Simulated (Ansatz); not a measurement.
Level of theory: DFT PBE, scalar-relativistic, plane waves, PAW in Ansatz 0.2.0. All cells share a 420 eV cutoff and Γ-centred k meshes spaced at most about 0.3 Å⁻¹ (about 0.25 or finer for metals, 2π included). No spin polarisation.

All energies are static (0 K, no zero-point motion).

Compare these two cells of Nb5N, each relaxed at this level.

A.

```cif
data_structure
_symmetry_space_group_name_H-M 'P-3m1'
_symmetry_Int_Tables_number 164
_cell_length_a 3.1357
_cell_length_b 3.1357
_cell_length_c 11.4385
_cell_angle_alpha 90.000
_cell_angle_beta 90.000
_cell_angle_gamma 120.000
_cell_volume 97.40
loop_
_atom_site_label
_atom_site_type_symbol
_atom_site_symmetry_multiplicity
_atom_site_Wyckoff_symbol
_atom_site_fract_x
_atom_site_fract_y
_atom_site_fract_z
_atom_site_occupancy
Nb1 Nb 2 d 0.33333 0.66667 0.10602 1
Nb2 Nb 2 d 0.66667 0.33333 0.31358 1
Nb3 Nb 1 b 0.00000 0.00000 0.50000 1
N1 N 1 a 0.00000 0.00000 0.00000 1
```

B.

```cif
data_structure
_symmetry_space_group_name_H-M 'I4/mmm'
_symmetry_Int_Tables_number 139
_cell_length_a 3.2417
_cell_length_b 3.2417
_cell_length_c 18.2480
_cell_angle_alpha 90.000
_cell_angle_beta 90.000
_cell_angle_gamma 90.000
_cell_volume 191.76
loop_
_atom_site_label
_atom_site_type_symbol
_atom_site_symmetry_multiplicity
_atom_site_Wyckoff_symbol
_atom_site_fract_x
_atom_site_fract_y
_atom_site_fract_z
_atom_site_occupancy
Nb1 Nb 4 e 0.50000 0.50000 0.38678 1
Nb2 Nb 2 b 0.50000 0.50000 0.00000 1
Nb3 Nb 4 e 0.00000 0.00000 0.29549 1
N1 N 2 a 0.00000 0.00000 0.00000 1
```

**Question.** Which form is favoured at zero pressure, and by what margin per atom?

**Answer.** B is lower, by 131 meV/atom. A has space group P-3m1 (No. 164), 16.2 Å³/atom and no gap on its mesh; B has space group I4/mmm (No. 139), 16.0 Å³/atom and no gap. Counting Nb atoms around N (those within 1.25 times the shortest such distance or 1.15 times the sum of covalent radii, 1.27 where that leaves under three; a plus sign parts nearer from farther groups), A has N 6 and B has N 2+4. In A, around Nb on a site of symmetry 3m lie 3 N at 2.18 Å and 12 Nb at 2.99–3.14 Å; Nb on a second site of symmetry 3m is surrounded by 3 Nb at 2.80 Å and 9 Nb at 2.99–3.14 Å; around N lie 6 Nb at 2.18 Å; 1 more site not described. In B, Nb on a site of symmetry 4mm is surrounded by 1 N at 2.07 Å, 4 Nb at 2.83 Å and 9 Nb at 3.09–3.33 Å; around Nb on a site of symmetry 4/mmm lie 4 N at 2.29 Å, 12 Nb at 3.09–3.24 Å and 2 Nb at 3.73 Å; N is surrounded by 2 Nb at 2.07 Å and 4 Nb at 2.29 Å; 1 more site not described. Both come from invented guesses.

Cells relaxed within their symmetry can be saddle points.
